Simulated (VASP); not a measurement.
# FeS2 (Pa-3) in VASP: reference runs

Aim: a first look at FeS2 with PBE, on the cell as given.

All numbers are computed with VASP 6.6.1; they aren't measurements. Logs are shortened: lines on timing, memory, paths and dates and some standing lists are left out, and cuts for length are marked.

## 1. Starting point

It takes space group Pa-3 (No. 205, cubic). Conventional cell: a = 5.418 Å, b = 5.418 Å, c = 5.418 Å, α = 90.00°, β = 90.00°, γ = 90.00°. Fe (site symmetry -3) has 6 S at 2.26 Å as nearest neighbours. S (site symmetry 3) has 1 S at 2.16 Å and 3 Fe at 2.26 Å as nearest neighbours.

## 2. Single point, PBE, collinear spin, ferromagnetic start

The input, INCAR:

```
ALGO = Normal
EDIFF = 1E-7
ENCUT = 520
GGA = PE
ISIF = 2
ISMEAR = -1
ISPIN = 2
LASPH = T
LCHARG = F
LMAXMIX = 4
LORBIT = 11
LREAL = F
LWAVE = F
MAGMOM = 3 3 3 3 0 0 0 0 0 0 0 0
NBANDS = 56
NELM = 150
PREC = Accurate
SIGMA = 0.05
```

The input, KPOINTS:

```
k-points
0
Gamma
  5 5 5
```

The input, POSCAR:

```
FeS2
1.0
    5.4178000000      0.0000000000      0.0000000000
    0.0000000000      5.4178000000      0.0000000000
    0.0000000000      0.0000000000      5.4178000000
Fe S
4 8
Direct
    0.0000000000      0.5000000000      0.5000000000
    0.5000000000      0.5000000000      0.0000000000
    0.5000000000      0.0000000000      0.5000000000
    0.0000000000      0.0000000000      0.0000000000
    0.3848200000      0.1151800000      0.8848200000
    0.1151800000      0.8848200000      0.3848200000
    0.8848200000      0.3848200000      0.1151800000
    0.6151800000      0.6151800000      0.6151800000
    0.6151800000      0.8848200000      0.1151800000
    0.8848200000      0.1151800000      0.6151800000
    0.1151800000      0.6151800000      0.8848200000
    0.3848200000      0.3848200000      0.3848200000
```

Potentials or basis: VASP PAW PBE potentials, release 64 (Fe, S).

Command:

```bash
cat potpaw_PBE.64/Fe/POTCAR potpaw_PBE.64/S/POTCAR > POTCAR
mpirun -np 1 vasp_std > vasp.out
```

OUTCAR:

```text
EDIFF = 1E-7
   ENCUT = 520
   GGA = PE
   ISIF = 2
   ISMEAR = -1
   ISPIN = 2
   LASPH = T
   LORBIT = 11
   LREAL = F
   NELM = 150
   PREC = Accurate

 ion  position               nearest neighbor table
   1  0.000  0.500  0.500-   6 2.26   7 2.26   8 2.26  10 2.26  11 2.26  12 2.26
   2  0.500  0.500  0.000-   5 2.26   7 2.26   8 2.26   9 2.26  11 2.26  12 2.26
   3  0.500  0.000  0.500-   5 2.26   6 2.26   8 2.26   9 2.26  10 2.26  12 2.26
   4  0.000  0.000  0.000-   5 2.26   6 2.26   7 2.26   9 2.26  10 2.26  11 2.26
   5  0.385  0.115  0.885-   9 2.16   3 2.26   4 2.26   2 2.26
   6  0.115  0.885  0.385-  10 2.16   3 2.26   4 2.26   1 2.26
   7  0.885  0.385  0.115-  11 2.16   2 2.26   4 2.26   1 2.26
   8  0.615  0.615  0.615-  12 2.16   2 2.26   3 2.26   1 2.26
   9  0.615  0.885  0.115-   5 2.16   3 2.26   4 2.26   2 2.26
  10  0.885  0.115  0.615-   6 2.16   3 2.26   4 2.26   1 2.26
  11  0.115  0.615  0.885-   7 2.16   2 2.26   4 2.26   1 2.26
  12  0.385  0.385  0.385-   8 2.16   2 2.26   3 2.26   1 2.26

  LATTYP: Found a simple cubic cell.
 ALAT       =     5.4178000000

  Lattice vectors:

 A1 = (   5.4178000000,   0.0000000000,   0.0000000000)
 A2 = (   0.0000000000,   5.4178000000,   0.0000000000)
 A3 = (   0.0000000000,   0.0000000000,   5.4178000000)

Analysis of symmetry for initial positions (statically):
=====================================================================
 Subroutine PRICEL returns:
 Original cell was already a primitive cell.

 Routine SETGRP: Setting up the symmetry group for a
 simple cubic supercell.

 Subroutine GETGRP returns: Found 24 space group operations
 (whereof  6 operations were pure point group operations)
 out of a pool of 48 trial point group operations.

The static configuration has the point symmetry S_6 .
 The point group associated with its full space group is T_h .

Analysis of symmetry for dynamics (positions and initial velocities):
=====================================================================
 Subroutine PRICEL returns:
 Original cell was already a primitive cell.

 Routine SETGRP: Setting up the symmetry group for a
 simple cubic supercell.

 Subroutine GETGRP returns: Found 24 space group operations
 (whereof  6 operations were pure point group operations)
 out of a pool of 48 trial point group operations.

The dynamic configuration has the point symmetry S_6 .
 The point group associated with its full space group is T_h .

Analysis of structural, dynamic, and magnetic symmetry:
=====================================================================
 Subroutine PRICEL returns:
 Original cell was already a primitive cell.

 Routine SETGRP: Setting up the symmetry group for a
 simple cubic supercell.

 Subroutine GETGRP returns: Found 24 space group operations
 (whereof  6 operations were pure point group operations)
 out of a pool of 48 trial point group operations.

The overall configuration has the point symmetry S_6 .
 The point group associated with its full space group is T_h .

 Subroutine INISYM returns: Found 24 space group operations
 (whereof  6 operations are pure point group operations),
 and found     1 'primitive' translations

----------------------------------------------------------------------------------------

                                     Primitive cell

  volume of cell :     159.0263

  direct lattice vectors                    reciprocal lattice vectors
     5.417800000  0.000000000  0.000000000     0.184576765  0.000000000  0.000000000
     0.000000000  5.417800000  0.000000000     0.000000000  0.184576765  0.000000000
     0.000000000  0.000000000  5.417800000     0.000000000  0.000000000  0.184576765

  length of vectors
     5.417800000  5.417800000  5.417800000     0.184576765  0.184576765  0.184576765

  position of ions in fractional coordinates (direct lattice)
     0.000000000  0.500000000  0.500000000
     0.500000000  0.500000000  0.000000000
     0.500000000  0.000000000  0.500000000
     0.000000000  0.000000000  0.000000000
     0.384820000  0.115180000  0.884820000
     0.115180000  0.884820000  0.384820000
     0.884820000  0.384820000  0.115180000
     0.615180000  0.615180000  0.615180000
     0.615180000  0.884820000  0.115180000
     0.884820000  0.115180000  0.615180000
     0.115180000  0.615180000  0.884820000
[... 75 lines left out ...]
   LREAL  =      F    real-space projection
   EDIFFG = 0.1E-05   stopping-criterion for IOM
   NSW    =      0    number of steps for IOM
   IBRION =     -1    ionic relax: 0-MD 1-quasi-New 2-CG
   NFREE  =      0    steps in history (QN), initial steepest desc. (CG)
   ISIF   =      2    stress and relaxation
   ISYM   =      2    0-nonsym 1-usesym 2-fastsym
   POTIM  = 0.5000    time-step for ionic-motion
   TEBEG  =    0.0;   TEEND  =   0.0 temperature during run
   PSTRESS=    0.0 pullay stress
   NELECT =      80.0000    total number of electrons
   NUPDOWN=      -1.0000    fix difference up-down
   EMIN   =  10.00;   EMAX   =-10.00  energy-range for DOS
   EFERMI =   0.00;   METHOD = LEGACY
   ISMEAR =    -1;   SIGMA  =   0.05  broadening in eV -4-tet -1-fermi 0-gaus
   EFERMI_NEDOS =   21; number of points for ismear=-14 and -15
   IALGO  =     38    algorithm
   IMIX   =      4    mixing-type and parameters
     AMIX     =   0.40;   BMIX     =  1.00
     AMIX_MAG =   1.60;   BMIX_MAG =  1.00
  volume/ion in A,a.u.               =      13.25        89.43
  Fermi-wavevector in a.u.,A,eV,Ry     =   1.302013  2.460447 23.065097  1.695237
  Thomas-Fermi vector in A             =   2.433109
   LORBIT       =     11    0 simple, 1 ext, 2 COOP (PROOUT), +10 PAW based schemes
   GGA     = PE    functional components
   LHFCALC =     F    Hartree Fock is set to
   AEXX    =    0.0000 exact exchange contribution
   IVDW    =     0    specifies the selected vdW correction
   LEPSILON=     F    determine dielectric tensor
   LRPA    =     F    only Hartree local field effects (RPA)
 spin polarized calculation
  energy-cutoff  :      520.00
  volume of cell :      159.03
 maximum number of plane-waves:      4337
   NGX = 21   NGY = 21   NGZ = 21

 number of electron      79.9999980 magnetization      -0.0198069

 number of electron      79.9999980 magnetization       0.0004153

 Free energy of the ion-electron system (eV)
  ---------------------------------------------------
  ext. energy  EPLUGINS =         0.00000000
  ---------------------------------------------------
  free energy    TOTEN  =       -72.10261831 eV

  energy without entropy =      -72.10239582  energy(sigma->0) =      -72.10250707

 E-fermi :   8.2449     XC(G=0): -11.8866

 val. band max:        7.8256257994   @ k =   0.2000   0.2000   0.2000
 cond. band min:       8.4450289841   @ k =   0.0000   0.0000   0.0000
 fundamental gap:      0.6194031847
 Fermi energy:         8.2449050505

 spin component 1

 k-point     1 :       0.0000    0.0000    0.0000
  band No.  band energies     occupation
      1      -9.0038      1.00000
      2      -6.8893      1.00000
      3      -6.8893      1.00000
      4      -6.8893      1.00000
      5      -4.4622      1.00000
      6      -4.4622      1.00000
[... 594 lines left out ...]
     51      11.0738      0.00000
     52      11.0738      0.00000
 Fermi energy:         8.2449050505

 spin component 2

 k-point     1 :       0.0000    0.0000    0.0000
  band No.  band energies     occupation
      1      -9.0038      1.00000
      2      -6.8893      1.00000
      3      -6.8893      1.00000
      4      -6.8893      1.00000
      5      -4.4622      1.00000
      6      -4.4622      1.00000
[... 594 lines left out ...]
     51      11.0738      0.00000
     52      11.0738      0.00000
 [bands above 52 left out]

------------------------ aborting loop because EDIFF is reached ----------------------------------------

  FORCE on cell =-STRESS in cart. coord.  units (eV):
  Direction    XX          YY          ZZ          XY          YZ          ZX
  --------------------------------------------------------------------------------------
  -------------------------------------------------------------------------------------
  Total       -0.8663355     -0.8663355     -0.8663355     -0.0000000     -0.0000000      0.0000000
  in kB       -8.7282625     -8.7282625     -8.7282625     -0.0000000     -0.0000000      0.0000000
  external PRESSURE =      -8.7282625 kB  Pullay stress =       0.0000000 kB

 VOLUME and BASIS-vectors are now :
 -----------------------------------------------------------------------------
  energy-cutoff  :      520.00
  volume of cell :      159.03
      direct lattice vectors                 reciprocal lattice vectors
     5.417800000  0.000000000  0.000000000     0.184576765  0.000000000  0.000000000
     0.000000000  5.417800000  0.000000000     0.000000000  0.184576765  0.000000000
     0.000000000  0.000000000  5.417800000     0.000000000  0.000000000  0.184576765

 POSITION                                       TOTAL-FORCE (eV/Angst)
 -----------------------------------------------------------------------------------
      0.00000      2.70890      2.70890         0.000000     -0.000000      0.000000
      2.70890      2.70890      0.00000         0.000000     -0.000000      0.000000
      2.70890      0.00000      2.70890         0.000000     -0.000000      0.000000
      0.00000      0.00000      0.00000         0.000000     -0.000000      0.000000
      2.08488      0.62402      4.79378        -0.134869      0.134869     -0.134869
      0.62402      4.79378      2.08488         0.134869     -0.134869     -0.134869
      4.79378      2.08488      0.62402        -0.134869     -0.134869      0.134869
      3.33292      3.33292      3.33292         0.134869      0.134869      0.134869
      3.33292      4.79378      0.62402         0.134869     -0.134869      0.134869
      4.79378      0.62402      3.33292        -0.134869      0.134869      0.134869
      0.62402      3.33292      4.79378         0.134869      0.134869     -0.134869
      2.08488      2.08488      2.08488        -0.134869     -0.134869     -0.134869
 -----------------------------------------------------------------------------------
    total drift:                                0.000000      0.000000     -0.000000

  FREE ENERGIE OF THE ION-ELECTRON SYSTEM (eV)
  ---------------------------------------------------
  free  energy   TOTEN  =       -72.1026183061 eV

  energy  without entropy=      -72.1023958241  energy(sigma->0) =      -72.10250707

 total charge

# of ion       s       p       d       tot
------------------------------------------
    1        0.422   0.622   6.489   7.532
    2        0.422   0.622   6.489   7.532
    3        0.422   0.622   6.489   7.532
    4        0.422   0.622   6.489   7.532
    5        1.348   2.297   0.000   3.645
    6        1.348   2.297   0.000   3.645
    7        1.348   2.297   0.000   3.645
    8        1.348   2.297   0.000   3.645
    9        1.348   2.297   0.000   3.645
   10        1.348   2.297   0.000   3.645
   11        1.348   2.297   0.000   3.645
   12        1.348   2.297   0.000   3.645
--------------------------------------------------
tot         12.467  20.866  25.954  59.287

 magnetization (x)

# of ion       s       p       d       tot
------------------------------------------
    1        0.000   0.000   0.000   0.000
    2        0.000   0.000   0.000   0.000
    3        0.000   0.000   0.000   0.000
    4        0.000   0.000   0.000   0.000
    5       -0.000  -0.000   0.000  -0.000
    6       -0.000  -0.000   0.000  -0.000
    7       -0.000  -0.000   0.000  -0.000
    8       -0.000  -0.000   0.000  -0.000
    9       -0.000  -0.000   0.000  -0.000
   10       -0.000  -0.000   0.000  -0.000
   11       -0.000  -0.000   0.000  -0.000
   12       -0.000  -0.000   0.000  -0.000
--------------------------------------------------
tot         -0.000  -0.000   0.000   0.000
```

It took 3.3 min on 1 thread of Intel Xeon Platinum 8488C (Sapphire Rapids), shared host; peak memory 0.36 GiB.

Results:

```yaml
Free_energy: -72.1026 eV
Pressure: -0.9 GPa
Largest_force: 0.234 eV/Å
Band_gap_on_the_k_mesh: 0.62 eV, indirect (least direct gap 0.66 eV)
Net_moment: 0.00 μB per cell
Valence_electrons_inside_the_program's_atomic_spheres: Fe 7.53; S 3.65
```

Forces on the atoms (eV/Å):
```
Fe   0.000  0.000  0.000
Fe   0.000  0.000  0.000
Fe   0.000  0.000  0.000
Fe   0.000  0.000  0.000
S   -0.135  0.135 -0.135
S    0.135 -0.135 -0.135
S   -0.135 -0.135  0.135
S    0.135  0.135  0.135
S    0.135 -0.135  0.135
S   -0.135  0.135  0.135
S    0.135  0.135 -0.135
S   -0.135 -0.135 -0.135
```

Levels at points of the mesh, in eV from the valence-band top:
Spin up:
| k point | band 36 | band 37 | band 38 | band 39 | band 40 | band 41 | band 42 | band 43 | band 44 | band 45 |
| --- | --- | --- | --- | --- | --- | --- | --- | --- | --- | --- |
| (0.00, 0.00, 0.00) | -0.31 | -0.31 | -0.31 | -0.31 | -0.04 | 0.62 | 1.53 | 1.53 | 1.53 | 3.16 |
Spin down:
```tsv
k point	band 38	band 39	band 40	band 41	band 42	band 43
(0.00, 0.00, 0.00)	-0.31	-0.31	-0.04	0.62	1.53	1.53
```

Caveat: the starting moments collapsed, and a magnetic state may lie lower; an odd mesh through Γ misses points on the zone boundary, where band edges often lie.
